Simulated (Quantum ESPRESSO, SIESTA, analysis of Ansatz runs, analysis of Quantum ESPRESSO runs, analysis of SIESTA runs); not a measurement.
# Levels of B_C in SiC (F-43m), rung by rung (SIESTA and Quantum ESPRESSO), part 3 of 3

Question: at which Fermi levels does B_C in SiC (F-43m) change its charge, and how much of the answer depends on the basis and the program? The model is a cell of 54 host atoms with 1 C taken out and 1 B put in.

SIESTA and Quantum ESPRESSO ; SIESTA numerical-orbital DFT, PBEsol, DZP basis, PseudoDojo 0.4.1 potentials converted to PSML; charged supercells in a uniform background, point-charge correction with alignment at far sites.

So far. Step 2 (Band edges): The gap at this level is 1.23 eV. Step 3 (Relaxing each charge state): Against the host's sites the lattice moves most at charge +1 (0.09 Å); the smallest move among the states is 0.03 Å.

## Step 4: Corrections and levels

A charged cell interacts with its images and the background. The point-charge term, screened by the static dielectric constant, takes that out, and the potential far from the defect is aligned with the host's. Chemical potentials: B (alpha-rhombohedral (B12)), C (diamond) and Si (diamond), run alike.

By state, in eV; the first energy still holds the atoms taken out or put in:

| charge | moment (μB) | energy over the host, electrons at the valence top | point-charge term | potential shift at far sites | its spread | correction |
| --- | --- | --- | --- | --- | --- | --- |
| −1 | 0 | 86.052 | 0.241 | -0.035 | 0.024 | 0.276 |
| 0 | 1 | 85.780 | 0.000 | - | - | 0.000 |
| +1 | 0 | 85.674 | 0.241 | -0.169 | 0.045 | 0.072 |
| +1 | 2 | 85.780 | 0.241 | -0.163 | 0.044 | 0.078 |

Potentials at atomic sites for charge −1, some of the atoms; distances and the model charge refer to the site on which the defect was built:

| atom | distance from that site (Å) | potential less the host's (eV) | point-charge model (eV) |
| --- | --- | --- | --- |
| Si29 | 1.908 | 0.482 | 0.260 |
| C30 | 3.108 | -0.034 | 0.013 |
| C34 | 3.116 | -0.035 | 0.012 |
| C40 | 3.122 | -0.036 | 0.011 |
| Si51 | 3.622 | -0.095 | -0.035 |
| Si23 | 3.627 | -0.096 | -0.035 |
| C42 | 4.373 | -0.124 | -0.081 |
| Si25 | 4.762 | -0.090 | -0.067 |
| C2 | 5.350 | -0.106 | -0.081 |
| C48 | 5.357 | -0.093 | -0.081 |
| Si53 | 5.679 | -0.153 | -0.084 |

Over the charge states the far sites scatter by a standard deviation of up to 0.04 eV about the model once its mean shift is taken off, which is the uncertainty of the alignment.

Limit set by the element alone; other compounds of these elements are not counted. Chemical potentials from the elements' reference states: C 0.00 eV, Si -0.50 eV, B 0.00 eV. Formation energies (C-rich), with the Fermi level at the valence top and at the conduction bottom (gap 1.23 eV):

| charge | at valence top (eV) | at conduction bottom (eV) | correction included (eV) |
| --- | --- | --- | --- |
| +1 | 2.28 | 3.51 | 0.07 |
| 0 | 2.31 | 2.31 | 0.00 |
| −1 | 2.86 | 1.63 | 0.28 |

Fermi level (eV), lowest formation energy (eV) and a bar from the least value:
```
     0.00       2.28 #############################
     0.11       2.31 ##############################
     0.22       2.31 ##############################
     0.34       2.31 ##############################
     0.45       2.31 ##############################
     0.56       2.30 #############################
     0.67       2.19 #########################
     0.79       2.07 ####################
     0.90       1.96 ###############
     1.01       1.85 ##########
     1.12       1.74 #####
     1.23       1.63
```

Limit set by the element alone; other compounds of these elements are not counted. Chemical potentials from the elements' reference states: Si 0.00 eV, C -0.50 eV, B 0.00 eV. Formation energy by charge state (Si-rich; gap 1.23 eV):

| charge | at valence top (eV) | at conduction bottom (eV) | correction included (eV) |
| --- | --- | --- | --- |
| +1 | 1.78 | 3.01 | 0.07 |
| 0 | 1.81 | 1.81 | 0.00 |
| −1 | 2.36 | 1.13 | 0.28 |

(Fermi level (eV), lowest formation energy (eV)): (0.00, 1.78), (0.11, 1.81), (0.22, 1.81), (0.34, 1.81), (0.45, 1.81), (0.56, 1.80), (0.67, 1.69), (0.79, 1.57), (0.90, 1.46), (1.01, 1.35), (1.12, 1.24), (1.23, 1.13)

So at this level: (+1/0) at 0.03 eV (0.11 without the correction) and (0/−1) at 0.55 eV (0.27 without the correction), in a gap of 1.23 eV.

## Step 5: Quantum ESPRESSO, plane waves, PBEsol, 2×2×2

The same functional and the same PseudoDojo potentials in plane waves, on the same structures: what changes is the basis alone.

pw.in

```
&CONTROL
  calculation = 'scf'
  prefix = 'pwscf'
  outdir = './tmp'
  pseudo_dir = './pseudo'
  tprnfor = .true.
  disk_io = 'low'
/
&SYSTEM
  ibrav = 0
  nat = 54
  ntyp = 3
  ecutwfc = 82
  nbnd = 112
  occupations = 'smearing'
  smearing = 'fd'
  degauss = 0.00073499
  tot_charge = -1
  nosym = .true.
/
&ELECTRONS
  conv_thr = 5d-08
  electron_maxstep = 100
  mixing_beta = 0.5
/
ATOMIC_SPECIES
Si    28.0850 Si.upf
C     12.0110 C.upf
B     10.8100 B.upf
CELL_PARAMETERS angstrom
   0.0000030000    6.5644080000    6.5644080000
   6.5644080000    0.0000030000    6.5644080000
   6.5644080000    6.5644080000    0.0000030000
ATOMIC_POSITIONS crystal
Si     0.0006354727   -0.0012169420    0.0005414809
C      0.0843205325    0.0820866667    0.0835225927
[... 13 atom lines left out ...]
C      0.0824829706    0.7517264131    0.4158939957
[... 10 atom lines left out ...]
Si     0.3330381814    0.3321457929    0.3325561880
B      0.4175542376    0.4164522336    0.4161056676
Si     0.3330055808    0.3320786118    0.6683581375
[... 3 atom lines left out ...]
Si     0.3335884972    0.6687041703    0.3316260955
[... 11 atom lines left out ...]
Si     0.6697932257    0.3316786517    0.3321609498
[... 8 atom lines left out ...]
C      0.7509097361    0.7489607399    0.7494527876
K_POINTS automatic
2 2 2 1 1 1
```

pp_potential.in

```
&INPUTPP
  prefix = 'pwscf'
  outdir = './tmp'
  filplot = 'potential.dat'
  plot_num = 11
/
&PLOT
  nfile = 1
  filepp(1) = 'potential.dat'
  iflag = 3
  output_format = 6
  fileout = 'potential.cube'
/
```

Launch:

```bash
$ OMP_NUM_THREADS=1 pw.x -in pw.in > pw.out
$ OMP_NUM_THREADS=1 pp.x -in pp_potential.in > pp_potential.out
```

What it wrote:

```text
This program is part of the open-source Quantum ESPRESSO suite
     for quantum simulation of materials; please cite
         "P. Giannozzi et al., J. Phys.:Condens. Matter 21 395502 (2009);
         "P. Giannozzi et al., J. Phys.:Condens. Matter 29 465901 (2017);
         "P. Giannozzi et al., J. Chem. Phys. 152 154105 (2020);
          URL
     in publications or presentations arising from this work. More details at

     Subspace diagonalization in iterative solution of the eigenvalue problem:
     a serial algorithm will be used

     G-vector sticks info
     --------------------
     sticks:   dense  smooth     PW     G-vecs:    dense   smooth      PW
     Sum        6961    6961   1813               383135   383135   51253

     Using Slab Decomposition

     bravais-lattice index     =            0
     lattice parameter (alat)  =      17.5432  a.u.
     unit-cell volume          =    3817.7985 (a.u.)^3
     number of atoms/cell      =           54
     number of atomic types    =            3
     number of electrons       =       216.00
     number of Kohn-Sham states=          112
     kinetic-energy cutoff     =      82.0000  Ry
     charge density cutoff     =     328.0000  Ry
     scf convergence threshold =      5.0E-08
     mixing beta               =       0.5000
     number of iterations used =            8  plain     mixing
     Exchange-correlation= PBESOL
                           (   1   4  10   8   0   0   0)

     celldm(1)=  17.543225  celldm(2)=   0.000000  celldm(3)=   0.000000
     celldm(4)=   0.000000  celldm(5)=   0.000000  celldm(6)=   0.000000

     crystal axes: (cart. coord. in units of alat)
               a(1) = (   0.000000   0.707107   0.707107 )
               a(2) = (   0.707107   0.000000   0.707107 )
               a(3) = (   0.707107   0.707107   0.000000 )

     reciprocal axes: (cart. coord. in units 2 pi/alat)
               b(1) = ( -0.707107  0.707107  0.707107 )
               b(2) = (  0.707107 -0.707107  0.707107 )
               b(3) = (  0.707107  0.707107 -0.707107 )

     PseudoPot. # 1 for Si read from file:
     Si.upf
     Pseudo is Norm-conserving + core correction, Zval =  4.0
     Generated using ONCVPSP code by D. R. Hamann
     Using radial grid of 1510 points,  6 beta functions with:
                l(1) =   0
                l(2) =   0
                l(3) =   1
                l(4) =   1
                l(5) =   2
                l(6) =   2

     PseudoPot. # 2 for C  read from file:
     C.upf
     Pseudo is Norm-conserving + core correction, Zval =  4.0
     Generated using ONCVPSP code by D. R. Hamann
     Using radial grid of 1248 points,  4 beta functions with:
[...]
PseudoPot. # 3 for B  read from file:
     B.upf
     Pseudo is Norm-conserving + core correction, Zval =  3.0
     Generated using ONCVPSP code by D. R. Hamann
     Using radial grid of 1534 points,  4 beta functions with:
[...]
l(2) =   0
                l(3) =   1
                l(4) =   1

     atomic species   valence    mass     pseudopotential
     Si                4.00    28.08500     Si( 1.00)
     C                 4.00    12.01100     C ( 1.00)
     B                 3.00    10.81000     B ( 1.00)

     No symmetry found

   Cartesian axes

     site n.     atom                  positions (alat units)
         1        Si     tau(   1) = (  -0.0004776   0.0008322  -0.0004112  )
         2        C      tau(   2) = (   0.1171035   0.1186830   0.1176677  )
         3        Si     tau(   3) = (   0.2351580   0.2362275  -0.0006538  )
         4        C      tau(   4) = (   0.3533106   0.3534192   0.1181300  )
         5        Si     tau(   5) = (   0.4708981   0.4711014   0.0000150  )
         6        C      tau(   6) = (   0.5889098   0.5896388   0.1173984  )
         7        Si     tau(   7) = (   0.2346208  -0.0000709   0.2354344  )
[...]
total energy              =    -546.80537910 Ry
     estimated scf accuracy    <       0.10829333 Ry

     iteration #  4     ecut=    82.00 Ry     beta= 0.50
     Davidson diagonalization with overlap
     ethr =  5.01E-05,  avg # of iterations =  3.8

     total energy              =    -546.82455044 Ry
     estimated scf accuracy    <       0.01575712 Ry

     iteration #  5     ecut=    82.00 Ry     beta= 0.50
     Davidson diagonalization with overlap
     c_bands:  1 eigenvalues not converged
     ethr =  7.29E-06,  avg # of iterations = 15.5

     total energy              =    -546.82298615 Ry
     estimated scf accuracy    <       0.00646432 Ry

     iteration #  6     ecut=    82.00 Ry     beta= 0.50
     Davidson diagonalization with overlap
     ethr =  2.99E-06,  avg # of iterations =  2.8

     total energy              =    -546.82462444 Ry
     estimated scf accuracy    <       0.00015277 Ry

     iteration #  7     ecut=    82.00 Ry     beta= 0.50
     Davidson diagonalization with overlap
     ethr =  7.07E-08,  avg # of iterations =  5.0

     total energy              =    -546.82464438 Ry
     estimated scf accuracy    <       0.00018271 Ry

     iteration #  8     ecut=    82.00 Ry     beta= 0.50
     Davidson diagonalization with overlap
     ethr =  7.07E-08,  avg # of iterations =  2.0

     total energy              =    -546.82467982 Ry
     estimated scf accuracy    <       0.00000369 Ry

     iteration #  9     ecut=    82.00 Ry     beta= 0.50
     Davidson diagonalization with overlap
     ethr =  1.71E-09,  avg # of iterations =  5.0

     total energy              =    -546.82468201 Ry
     estimated scf accuracy    <       0.00000219 Ry

     iteration # 10     ecut=    82.00 Ry     beta= 0.50
     Davidson diagonalization with overlap
     ethr =  1.01E-09,  avg # of iterations =  2.0

     total energy              =    -546.82468194 Ry
     estimated scf accuracy    <       0.00000055 Ry

     iteration # 11     ecut=    82.00 Ry     beta= 0.50
     Davidson diagonalization with overlap
     ethr =  2.53E-10,  avg # of iterations =  2.0

     End of self-consistent calculation

          k = 0.1768 0.1768 0.1768 ( 47834 PWs)   bands (ev):

    -5.9470  -4.8998  -4.2575  -4.2573  -4.2007  -3.8947  -3.8944  -3.7894
    -3.6233  -3.6229  -3.4040  -3.0543  -2.6149  -2.6146  -2.4360  -2.2204
    -2.2201  -2.0333  -1.5079  -1.5056  -1.4822  -1.4802  -1.4466  -1.3301
    -1.2529  -1.2527   0.5551   1.5014   1.9287   1.9296   1.9561   1.9688
     1.9716   1.9988   2.0656   2.0669   2.0994   2.3131   2.3135   2.3881
     2.6396   2.6404   2.7026   3.2652   3.2658   3.5038   3.7397   3.7398
[...]
k =-0.1768-0.1768 0.5303 ( 47855 PWs)   bands (ev):

[...]
k =-0.1768 0.5303-0.1768 ( 47855 PWs)   bands (ev):

[...]
k =-0.5303 0.1768 0.1768 ( 47855 PWs)   bands (ev):

[...]
7.3461   7.4296   7.4418   7.6071   7.6629   7.6715   7.7008   7.7526
     7.7796   7.8708   7.9030   8.0500   8.1498   8.4488   8.4569   8.5061
     8.7953   8.8204   9.2939   9.4824  11.0073  12.2228  12.2273  12.7316

     the Fermi energy is    10.4752 ev

!    total energy              =    -546.82468209 Ry
     estimated scf accuracy    <          7.9E-09 Ry
     smearing contrib. (-TS)   =       0.00000000 Ry
     internal energy E=F+TS    =    -546.82468209 Ry

     The total energy is F=E-TS. E is the sum of the following terms:
     one-electron contribution =     150.86141427 Ry
     hartree contribution      =      61.22817797 Ry
     xc contribution           =    -201.33217506 Ry
     ewald contribution        =    -557.58209926 Ry

     convergence has been achieved in  11 iterations

     Forces acting on atoms (cartesian axes, Ry/au):

     atom    1 type  1   force =     0.00013123   -0.00053147    0.00076244
     atom    2 type  2   force =     0.00048307   -0.00090760    0.00040254
     atom    3 type  1   force =    -0.00010833   -0.00055310   -0.00061078
     atom    4 type  2   force =    -0.00093980    0.00040224   -0.00051569
     atom    5 type  1   force =    -0.00070832    0.00025313   -0.00006736
     atom    6 type  2   force =    -0.00052126   -0.00035565    0.00044437
[...]
atom   52 type  2   force =    -0.00003094   -0.00001698   -0.00027905
     atom   53 type  1   force =     0.00013741   -0.00011939    0.00034311
     atom   54 type  2   force =     0.00080078   -0.00016635   -0.00008406

     Total force =     0.011541     Total SCF correction =     0.000180

=------------------------------------------------------------------------------=
   JOB DONE.
=------------------------------------------------------------------------------=
```

It took 20 min on 1 MPI rank of Intel Xeon 6975P-C (Granite Rapids), shared host; peak memory 1.6 GiB.

On the kept structures the largest force at this level is 0.13 eV/Å, so they are close to rest here too.

At charge +1 (moment 0 μB), 0 and +1 (moment 2 μB) filled and empty levels, counted over both spins and all k-points, touch or overlap: the last carrier shares a level or a band, or the held moment keeps an electron of one spin above an empty level of the other.

By state, in eV; the first energy still holds the atoms taken out or put in:

| charge | moment (μB) | energy over the host, electrons at the valence top | point-charge term | potential shift at far sites | its spread | correction |
| --- | --- | --- | --- | --- | --- | --- |
| −1 | 0 | 86.020 | 0.241 | -0.013 | 0.022 | 0.254 |
| 0 | 1 | 85.750 | 0.000 | - | - | 0.000 |
| +1 | 0 | 85.637 | 0.241 | -0.149 | 0.045 | 0.092 |
| +1 | 2 | 85.746 | 0.241 | -0.143 | 0.045 | 0.098 |

Against the first level the gap goes from 1.23 to 1.25 eV, and the level that moves most, (0/−1), from 0.55 to 0.52 eV.

## Step 6: Side by side

Gap and levels in eV, each above its own valence top, and the processor time of the defect runs (shared machines):

| level of method | gap | (+1/0) | (0/−1) | runs | core time |
| --- | --- | --- | --- | --- | --- |
| SIESTA, PBEsol, DZP, 2×2×2 | 1.23 | 0.03 | 0.55 | relaxations | 2.7 h |
| Quantum ESPRESSO, plane waves, PBEsol, 2×2×2 | 1.25 | 0.02 | 0.52 | single points | 2.2 h |

## Step 7: What came out

| Quantity | Value |
| --- | --- |
| gap of the host (SIESTA, PBEsol) | 1.23 eV |
| largest difference in a level, orbitals against plane waves | 0.02 eV |
| difference in the gap, orbitals less plane waves | -0.02 eV |
| level (plus 1/0), SIESTA, PBEsol, DZP, 2×2×2 | 0.03 eV above the valence top |
| level (0/minus 1), SIESTA, PBEsol, DZP, 2×2×2 | 0.55 eV above the valence top |

In words: At the level trusted most (SIESTA, PBEsol, DZP, 2×2×2) the charge changes at 0.03 eV (+1/0) and 0.55 eV (0/−1) above the valence top, in a gap of 1.23 eV. (+1/0) lies within 0.15 eV of a band edge, so whether the charge beyond is stable at all is within the error of the correction. Orbitals and plane waves agree on the levels within 0.02 eV ((0/−1) differs most) and on the gap within 0.02 eV, so the orbital basis serves for these levels. Of the charges placed (−1, 0 and +1), the lowest changes at 0.03 eV (+1/0) and 0.55 eV (0/−1) above the valence top, in a gap of 1.23 eV. Only the charges −1, 0 and +1 were placed; others may be stable too. Compounds of B with the host's elements are not counted; they lower the chemical potential of the dopant and raise these formation energies. Keep in mind: PBEsol makes the gap too small and tends to spread out bound carriers.

[Logs are printed without paths, hosts, clocks, repeated set-up lines and the standing remarks that a program may print on its own settings, such as how far it seeks lower states.]

[Hosts, paths, dates, database ids (printed as entryN), source tags and the programs' standing remarks are cut or masked in the printed files.]

[For some hosts the program warned that the k-mesh of the response run may be too coarse for force constants and the static dielectric constant; such warnings are not shown here.]

[Charge tables in the logs are Mulliken or Hirshfeld populations, whose sizes and signs can differ; where basis functions stand at a vacancy, SIESTA counts their charge against the missing atom's valence.]

[In relaxation paths of CP2K, step 0 can be the structure after the first move, since the trajectory file begins there, and the last row can be the final structure solved once more.]
